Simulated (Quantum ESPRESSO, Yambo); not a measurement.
# GaP (F-43m): G0W0 with Yambo, start to end, part 3 of 3

Aim: the G0W0 gap of GaP (F-43m) on PBE, step by step.

Quantum ESPRESSO 7.5 and Yambo 5.3.0; PBE and many-body steps on it, plane waves. Known limits of the many-body steps: not at the basis limit; no spin-orbit coupling; coarse k mesh.

So far. Step 3 (Bands along the symmetry lines): The gap is 1.594 eV, −0.059 eV from the run before at this level. Step 4 (Empty states on the mesh, 4×4×4 mesh, 141 bands): On this mesh the gap is 1.653 eV.

## 6. Screening and self-energy, 4×4×4 mesh, 141 bands, screening to 210.9 eV

G0W0 replaces the xc potential by the self-energy, built once from these orbitals. Only a window of levels is corrected, while the sums run over the empty bands that the input names.

This step: G0W0 on PBE, plane waves, norm-conserving pseudopotentials.

Contents of gw1.in:

```
HF_and_locXC
gw0
dyson
ppa
em1d
rim_cut
RandQpts= 1000000
RandGvec= 1 RL
EXXRLvcs= 104 Ry
VXCRLvcs= 416 Ry
Chimod= "HARTREE"
% BndsRnXp
 1 | 141 |
%
NGsBlkXp= 15.5 Ry
% LongDrXp
 1 | 1 | 1 |
%
% GbndRnge
 1 | 141 |
%
DysSolver= "n"
ExtendOut
PPAPntXp= 27.21138 eV
% QPkrange
 1 | 8 | 10 | 17 |
%
```

The run is started by

```
> OMP_NUM_THREADS=1 mpirun -n 4 yambo -F gw1.in -J gw1 -C gw1 > gw1.log
```

Output:

```text
 Yambo, version 5.3.0

 [02] CORE Variables Setup
 =========================

  [... cell, symmetries and grids as in the set-up ...]

  [02.05] Energies & Occupations
  ==============================

  [X] === General ===
  [X] Electronic Temperature                        :  0.000000  0.000000 [eV K]
  [X] Bosonic    Temperature                        :  0.000000  0.000000 [eV K]
  [X] Finite Temperature mode                       : no
  [X] El. density                                   :  0.64228E+24 [cm-3]
  [X] Fermi Level                                   :  8.204632 [eV]

  [X] === Gaps and Widths ===
  [X] Conduction Band Min                           :  1.653057 [eV]
  [X] Valence Band Max                              :  0.000000 [eV]
  [X] Filled Bands                                  :  13
  [X] Empty Bands                                   :   14  141
  [X] Direct Gap                                    :  1.817542 [eV]
  [X] Direct Gap localized at k                     :  1
  [X] Indirect Gap                                  :  1.653057 [eV]
  [X] Indirect Gap between kpts                     :   1   7
  [X] Last valence band width                       :  3.419264 [eV]
  [X] 1st conduction band width                     :  3.048655 [eV]

 [03] Transferred momenta grid and indexing
 ==========================================

 IBZ Q-points                                      :   8
 BZ  Q-points                                      :   64

 K/Q-points units:
 rlu = crystal or reduced units; cc = cartesian coordinates; iku = interal k-units

 Q [1]          [rlu]:  0.000000  0.000000  0.000000
 Q [2]          [rlu]: -0.25926E-17 -0.25926E-17  0.25000
 Q [3]          [rlu]:  0.51853E-17  0.51853E-17 -0.50000
 Q [4]          [rlu]:  0.17252E-17  0.25000      0.25000
 Q [5]          [rlu]:  0.64517E-16  0.25000      0.50000
 Q [6]          [rlu]:  0.51853E-17  0.25000     -0.25000
 Q [7]          [rlu]: -0.34504E-17 -0.50000     -0.50000
 Q [8]          [rlu]:  0.250000 -0.500000 -0.250000

 [04] Coloumb potential Random Integration (RIM)
 ===============================================

  [04.01] RIM initialization
  ==========================

  * Diagonal components only detected *

  8 x (sBL volume)        :  0.113502 [a.u.]
  sBZ random points       :  1000000
  Points outside the sBZ  :   7987327
  RL volume               :  0.908017 [a.u.]
  Integrated volume       :  0.909458 [a.u.]

  [04.02] RIM integrals
  =====================

  Gamma point sphere radius             :  0.087825 [a.u.]
  Points outside the sphere             :   799513
  [Int_sBZ(q=0) 1/q^2]*(Vol_sBZ)^(-1/3) =:  7.764325
                                 should be <:  7.795600

  Summary of Coulomb integrals for non-metallic bands |Q|[au] RIM/Bare

  Q [1] 0.100000E-4 0.995988 * Q [2] 0.264147 1.066458
  Q [4] 0.305010 1.065091 * Q [6] 0.431350 1.027253
  Q [5] 0.505803 1.020682 * Q [3] 0.528294 1.017918
  Q [7] 0.610021 1.014689 * Q [8] 0.682024 1.011759

 [05] Dipoles
 ============

  [05.01] Setup: observables and procedures
  =========================================

 [06] Dynamic Dielectric Matrix (PPA)
 ====================================

 [WR./gw1//ndb.pp]---------------------------------------------------------------
  Brillouin Zone Q/K grids (IBZ/BZ)                :    8   64    8   64
  RL vectors                                       :   5961 [WF]
  Coulomb cutoff potential                         : none
  Electronic Temperature                           :  0.000000 [K]
  Bosonic    Temperature                           :  0.000000 [K]
  PPA    diel. fun.  energies                      : Perdew, Burke & Ernzerhof(X)+Perdew, Burke & Ernzerhof(C)
  wavefunctions                                    : Perdew, Burke & Ernzerhof(X)+Perdew, Burke & Ernzerhof(C)
  Global Gauge                                     : length
  X matrix size                                    :  307
  X band range                                     :    1  141
  X e/h energy range                               : -1.000000 -1.000000 [eV]
  X Time ordering                                  : R
  X Hxc Kernel                                     : HARTREE
  X Drude frequency                                :  0.000000  0.000000
  X poles                                          :  100.0000 [o/o]
  RL vectors in the sum                            :   5961
  [r,Vnl] included                                 : yes
  Field direction                                  :  0.577350E-5  0.577350E-5  0.577350E-5
  BZ energy Double Grid                            : no
  BZ energy DbGd points                            : 0
  BZ Q point size factor                           : -1.000000
  X Optical Averaged directions                    : none

 [07] Local Exchange-Correlation + Non-Local Fock
 ================================================

 [VXC] Plane waves :   39189
 [EXS] Plane waves :   4957

 QP @ state[ 1 ] K range:   1   8
 QP @ state[ 1 ] b range:  10  17

 [xc] Functional : Perdew, Burke & Ernzerhof(X)+Perdew, Burke & Ernzerhof(C)
 [xc] LIBXC used to calculate xc functional
  PP Number of Atomic Species                      :  2
  NLCC RL compoments                               :   39189
  PP Number of Atomic Species                      :  2
  NLCC RL compoments                               :   39189

 [xc] E_xc :  -23.20666 [Ha]
      E_xc :  -46.41333 [Ry]

  Local XC kind (lXC) : Perdew, Burke & Ernzerhof(X)+Perdew, Burke & Ernzerhof(C)
  Non-Local XC kind (nlXC) : Hartree-Fock

  Corrections @ K [1] :  [eV]
 <10|nlXC|10> = -19.09617  0.99594E-17 <10|lXC|10> = -11.84618 -0.35399E-16
 <11|nlXC|11> = -15.17883  0.10134E-16 <11|lXC|11> = -13.29395  0.18881E-15
 <12|nlXC|12> = -15.17873 -0.27623E-16 <12|lXC|12> = -13.29395  0.94353E-16
 <13|nlXC|13> = -15.17871  0.19706E-16 <13|lXC|13> = -13.29395 -0.18516E-19
 <14|nlXC|14> = -8.162743 -0.21078E-18 <14|lXC|14> = -12.70030  0.94296E-16
 <15|nlXC|15> = -6.788098 -0.33010E-17 <15|lXC|15> = -11.36385  0.13257E-18
 <16|nlXC|16> = -6.788025 -0.79241E-18 <16|lXC|16> = -11.36385 -0.25789E-19
 <17|nlXC|17> = -6.788050  0.29312E-17 <17|lXC|17> = -11.36385 -0.18866E-15

  Corrections @ K [2] :  [eV]
 <10|nlXC|10> = -19.62692 -0.21208E-18 <10|lXC|10> = -12.59203  0.94367E-16
 <11|nlXC|11> = -15.60164  0.89596E-17 <11|lXC|11> = -12.47448  0.29584E-16
[...]
Corrections @ K [3] :  [eV]
[...]
Corrections @ K [4] :  [eV]
[...]
Corrections @ K [5] :  [eV]
[...]
[... 2 further k-points ...]
  Corrections @ K [8] :  [eV]
[...]
<13|nlXC|13> = -13.91279 -0.72331E-17 <13|lXC|13> = -11.02117 -0.79647E-16
 <14|nlXC|14> = -6.130831 -0.44707E-17 <14|lXC|14> = -10.52111 -0.14172E-15
 <15|nlXC|15> = -7.299356 -0.21828E-17 <15|lXC|15> = -12.51870  0.17688E-16
 <16|nlXC|16> = -5.760399  0.20355E-17 <16|lXC|16> = -11.06626 -0.18892E-15
 <17|nlXC|17> = -5.723992 -0.22195E-17 <17|lXC|17> = -10.53552  0.70861E-16

  [07.01] Hartree-Fock occupations report
  =======================================

  [Hartree-Fock] === General ===
  [Hartree-Fock] Electronic Temperature             :  0.000000  0.000000 [eV K]
  [Hartree-Fock] Bosonic    Temperature             :  0.000000  0.000000 [eV K]
  [Hartree-Fock] Finite Temperature mode            : no
  [Hartree-Fock] El. density                        :  0.64228E+24 [cm-3]
  [Hartree-Fock] Fermi Level                        :  8.204632 [eV]

  [Hartree-Fock] === Gaps and Widths ===
  [Hartree-Fock] Conduction Band Min                :  5.435879 [eV]
  [Hartree-Fock] Valence Band Max                   : -1.884758 [eV]
  [Hartree-Fock] Filled Bands                       :  13
  [Hartree-Fock] Empty Bands                        :   14  141
  [Hartree-Fock] Direct Gap                         :  8.239852 [eV]
  [Hartree-Fock] Direct Gap localized at k          :  1
  [Hartree-Fock] Indirect Gap                       :  7.320637 [eV]
  [Hartree-Fock] Indirect Gap between kpts          :   1   7
  [Hartree-Fock] Last valence band width            :  4.426130 [eV]
  [Hartree-Fock] 1st conduction band width          :  3.656115 [eV]

 [08] Dyson equation: Newton solver
 ==================================

  [08.01] G0W0 (W PPA)
  ====================

  [  GW  ] Bands range     :    1  141
  [GW/PPA] G damping       :  0.100000 [eV]

  QP @ state[ 1 ] K range:   1   8
  QP @ state[ 1 ] b range:  10  17

   Sc/G bands                                       :    1  141
   Sc/G damping                                     :  0.100000 ev
   Sc bands terminator                              : no
   Sx RL components                                 :   4957

   QP @ state[ 1 ] K range                          :   1   8
   QP @ state[ 1 ] b range                          :  10  17
   GF energies kind                                 : Perdew, Burke & Ernzerhof(X)+Perdew, Burke & Ernzerhof(C)
   GF WF`s kind                                     : Perdew, Burke & Ernzerhof(X)+Perdew, Burke & Ernzerhof(C)
   Xs energies kind                                 : Perdew, Burke & Ernzerhof(X)+Perdew, Burke & Ernzerhof(C)
   Xs WF`s kind                                     : Perdew, Burke & Ernzerhof(X)+Perdew, Burke & Ernzerhof(C)

 [11] Game Over & Game summary
```

It took 11 min on 4 MPI ranks of Arm Neoverse V1, shared host; peak memory 1.9 GiB.

This step gave:

* G0W0 gap on the mesh: 2.285 eV
* starting gap on the mesh: 1.653 eV
* k of the valence top: 0, 0, 0
* k of the conduction bottom: 0, -0.5, -0.5
* least direct G0W0 gap on the computed points: 2.691 eV
* Z at the valence top: 0.7842
* Z at the conduction bottom: 0.8088

The gap on the mesh goes from 1.65 eV to 2.29 eV, a correction of +0.63 eV.

Limits: finite bands, cutoff and mesh; no spin-orbit coupling; coarse k mesh. v1 is the top filled band, c1 the lowest empty one. The levels before and after the correction (eV, zero at the valence-band top of each column):

```csv
,conduction bottom,valence top
Kohn-Sham,1.65,0.00
G0W0,2.29,0.00
```

```csv
,level,energy (eV)
Kohn-Sham,Γ v3-v1,0.000
Kohn-Sham,Γ c1,1.818
Kohn-Sham,Γ c2-c3,3.887
Kohn-Sham,(0 -0.5 -0.5) v3,-6.754
Kohn-Sham,(0 -0.5 -0.5) v2-v1,-2.683
Kohn-Sham,(0 -0.5 -0.5) c1,1.653
Kohn-Sham,(0 -0.5 -0.5) c2,1.825
Kohn-Sham,(0 -0.5 -0.5) c3,10.577
G0W0,Γ v3-v1,0.000
G0W0,Γ c1,2.691
G0W0,Γ c2-c3,4.815
G0W0,(0 -0.5 -0.5) v3,-6.800
G0W0,(0 -0.5 -0.5) v2-v1,-2.776
G0W0,(0 -0.5 -0.5) c1,2.285
G0W0,(0 -0.5 -0.5) c2,2.582
G0W0,(0 -0.5 -0.5) c3,11.473
```

## 7. Where the time went

Times are wall times on the hardware named with each run, good to a factor of about two.

```csv
step,time,share,memory (GiB)
ground state,7.6 s,1 %,0.29
bands along the symmetry lines,5.9 s,1 %,0.24
empty states on the mesh,12 s,2 %,0.44
conversion and set-up,3.1 s,0 %,0.25
screening and self-energy,11 min,96 %,1.9
```

## 8. What came out

| Quantity | Value |
| --- | --- |
| PBE gap | 1.59 eV, indirect |
| G0W0 gap on the mesh | 2.29 eV |
| G0W0 gap over the zone (rigid shift) | 2.23 eV |
| GW settings | 4×4×4 mesh, 141 bands, screening to 210.9 eV, Godby-Needs plasmon pole |
| known limits | not at the basis limit; no spin-orbit coupling; coarse k mesh |

In words: G0W0 moves the gap on the mesh from 1.65 eV to 2.29 eV (+0.63 eV), with Z of 0.78 and 0.81 at the edges. The mesh misses the band edges by 0.06 eV in all; a rigid shift gives 2.23 eV for the zone. The dearest step here is «screening and self-energy». Against experiment, by G0W0@PBE: the gap of 2.23 eV lies −0.02 eV from the measured 2.25 ± 0.04 eV (indirect, 300 K, on Si, 2020). The calculation has static nuclei and no excitons; a measured gap holds zero-point and thermal motion, which mostly lowers it. Bands and cutoff are finite, so the gap is not at the basis limit. The miss can reach some tenths of an eV and take either sign; the mesh is an error of its own. A denser mesh or path gives a starting gap of 1.59 eV: the GW mesh misses a band edge, so its gaps are not the fundamental one. The 4×4×4 mesh is coarse for this cell, which bears on the long-range parts of exchange and screening. The many-body steps are scalar-relativistic: spin-orbit coupling is not in them.

[Paths, hosts, dates, memory and timing lines, banners, echoed tables and standing remarks are left out of the program output.]

[Logs are printed without paths, hosts, clocks, repeated set-up lines and the standing remarks that a program may print on its own settings, such as how far it seeks lower states.]

[Runs of the session that timed out or met a known fault of the program may be left out.]

[Hosts, paths, dates, database ids (printed as entryN), source tags and the programs' standing remarks are cut or masked in the printed files.]
